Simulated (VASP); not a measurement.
The system is Ta.

```
Ta
1.0
    10.18150    0.00000    0.00000
     0.00000   10.18150    0.00000
     0.00000    0.00000    5.29500
Ta
30
Direct
  0.50000 0.00000 0.25480
  0.00000 0.50000 0.74520
  0.75963 0.06646 0.24930
  0.06646 0.24037 0.75070
  0.24037 0.93354 0.24930
  0.93354 0.75963 0.75070
  0.43251 0.73748 0.25210
  0.73748 0.56749 0.74790
  0.56749 0.26252 0.25210
  0.26252 0.43251 0.74790
  0.03408 0.12735 0.25190
  0.12735 0.96592 0.74810
  0.96592 0.87265 0.25190
  0.87265 0.03408 0.74810
  0.37007 0.46473 0.24880
  0.46473 0.62993 0.75120
  0.62993 0.53527 0.24880
  0.53527 0.37007 0.75120
  0.10620 0.39491 0.25130
  0.39491 0.89380 0.74870
  0.89380 0.60509 0.25130
  0.60509 0.10620 0.74870
  0.81809 0.31809 0.00000
  0.31809 0.18191 0.00000
  0.18191 0.68191 0.00000
  0.68191 0.81809 0.00000
  0.81809 0.31810 0.50000
  0.31810 0.18191 0.50000
  0.18191 0.68190 0.50000
  0.68190 0.81809 0.50000
```

This isn't the form of Ta at room conditions, which is bcc.

| Quantity | Value |
| --- | --- |
| Program | VASP 6.6.1 |
| Task | relaxation of cell and atoms |
| Functional | PBE |
| Dispersion | D3(BJ) |
| Potentials or basis | VASP PAW PBE potentials, release 64 (Ta_pv) |
| Cutoff | 600 eV |
| k mesh | 4 × 4 × 8 |
| Occupations | methfessel-paxton, width 0.1 eV |
| Spin | no spin polarisation |

At the start: pressure -1.6 GPa; volume 18.30 Å³/atom.

**Question.** How do energy, volume and symmetry change on relaxing?

**Answer.** Over 14 steps the energy falls by 2.3 meV/atom and the volume is 18.15 Å³/atom (-0.8 %); space group P4_2/mnm (No. 136, to 0.05 Å).

The path:
```csv
step,energy change (eV),largest force (eV/Å),pressure (GPa),volume (Å³)
1,0.0000,0.3296,-1.58,548.90
2,0.0570,0.1306,3.94,534.68
3,-0.0442,0.2123,0.55,543.18
4,-0.0656,0.0964,-0.06,544.69
5,-0.0656,0.0958,-0.03,544.61
6,-0.0690,0.0458,0.00,544.55
7,-0.0692,0.0460,0.00,544.53
8,-0.0698,0.0218,-0.01,544.55
9,-0.0698,0.0233,-0.01,544.55
10,-0.0701,0.0140,0.02,544.47
11,-0.0702,0.0137,0.05,544.40
12,-0.0702,0.0106,-0.10,544.80
13,-0.0702,0.0115,-0.04,544.63
14,-0.0704,0.0088,-0.02,544.57
```

Final structure:
```xyz
30
Lattice="10.1451 0.0000 0.0000 0.0000 10.1451 0.0000 0.0000 0.0000 5.2910" Properties=species:S:1:pos:R:3 pbc="T T T"
Ta    5.0726    0.0000    1.3237
Ta   10.1451    5.0726    3.9673
Ta    7.7211    0.6808    1.3219
Ta    0.6808    2.4241    3.9691
Ta    2.4241    9.4643    1.3219
Ta    9.4643    7.7211    3.9691
Ta    4.3913    7.4970    1.3262
Ta    7.4970    5.7538    3.9648
Ta    5.7538    2.6481    1.3262
Ta    2.6481    4.3913    3.9648
Ta    0.3531    1.3076    1.3238
Ta    1.3076    9.7920    3.9672
Ta    9.7920    8.8375    1.3238
Ta    8.8375    0.3531    3.9672
Ta    3.7652    4.7204    1.3189
Ta    4.7204    6.3800    3.9721
Ta    6.3800    5.4248    1.3189
Ta    5.4248    3.7652    3.9721
Ta    1.0645    4.0086    1.3214
Ta    4.0086    9.0807    3.9696
Ta    9.0807    6.1366    1.3214
Ta    6.1366    1.0645    3.9696
Ta    8.3031    3.2331    0.0039
Ta    3.2331    1.8420    5.2871
Ta    1.8420    6.9121    0.0039
Ta    6.9121    8.3031    5.2871
Ta    8.3057    3.2313    2.6411
Ta    3.2313    1.8395    2.6499
Ta    1.8395    6.9139    2.6411
Ta    6.9139    8.3057    2.6499
```

Caveat: pairwise dispersion overbinds metals, which lowers pressure and volume.
